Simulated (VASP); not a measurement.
CdSe (Cadmoselite): single point with PBE+D3(BJ)

Crystal: CdSe (Cadmoselite).

```
CELL_PARAMETERS angstrom
4.12062 0.00000 0.00000
-2.06031 3.56856 0.00000
0.00000 0.00000 6.72715
ATOMIC_POSITIONS crystal
Cd 0.66667 0.33333 0.50000
Cd 0.33333 0.66667 0.00000
Se 0.66667 0.33333 0.88500
Se 0.33333 0.66667 0.38500
```

The cell isn't the ideal one: volume scaled by 0.88.

```json
{
 "Program": "VASP 6.6.1",
 "Task": "single point",
 "Functional": "PBE",
 "Dispersion": "D3(BJ)",
 "Potentials or basis": "VASP PAW PBE potentials, release 64 (Cd, Se)",
 "Cutoff": "520 eV",
 "k mesh": "7 × 7 × 4",
 "Occupations": "fermi-dirac, width 0.1 eV",
 "Spin": "collinear spin, typed start",
 "Starting moments": "[0.5, 0.5, 0.0, 0.0] μB",
 "Dipole correction": "no",
 "Further INCAR settings": "ALGO = Fast; EDIFF = 1e-07; NBANDS = 30"
}
```

```json
{"Pressure": "10.8 GPa", "Largest force": "0.452 eV/Å", "Band gap on the k mesh": "0.98 eV, direct", "Net moment": "0.00 μB per cell", "Valence electrons inside the program's atomic spheres": "Cd 10.43; Se 3.95", "Dispersion energy per atom": "-0.368 eV"}
```

Forces on the atoms (eV/Å):
```
Cd   0.000  0.000  0.452
Cd   0.000  0.000  0.452
Se   0.000  0.000 -0.452
Se   0.000  0.000 -0.452
```

Stress tensor (GPa, compression positive):
```
12.16  0.00  0.00
 0.00 12.16  0.00
 0.00  0.00  8.03
```

Levels at points of the mesh, in eV from the valence-band top:
Spin up:
| k point | band 14 | band 15 | band 16 | band 17 | band 18 | band 19 | band 20 | band 21 | band 22 | band 23 |
| --- | --- | --- | --- | --- | --- | --- | --- | --- | --- | --- |
| (0.00, 0.00, 0.00) | -0.91 | -0.91 | -0.06 | 0.00 | 0.00 | 0.98 | 2.23 | 5.83 | 5.83 | 6.11 |
| (0.00, 0.00, 0.50) | -2.94 | -0.48 | -0.48 | -0.48 | -0.48 | 2.56 | 2.56 | 6.00 | 6.00 | 6.24 |
Spin down:
| k point | band 14 | band 15 | band 16 | band 17 | band 18 | band 19 | band 20 | band 21 | band 22 | band 23 |
| --- | --- | --- | --- | --- | --- | --- | --- | --- | --- | --- |
| (0.00, 0.00, 0.00) | -0.91 | -0.91 | -0.06 | 0.00 | 0.00 | 0.98 | 2.23 | 5.83 | 5.83 | 6.11 |
| (0.00, 0.00, 0.50) | -2.94 | -0.48 | -0.48 | -0.48 | -0.48 | 2.56 | 2.56 | 6.00 | 6.00 | 6.24 |

It took 2.8 min on 1 thread of Intel(R) Xeon(R) Platinum 8488C (Sapphire Rapids), with other jobs on the host, peak memory 0.32 GiB.
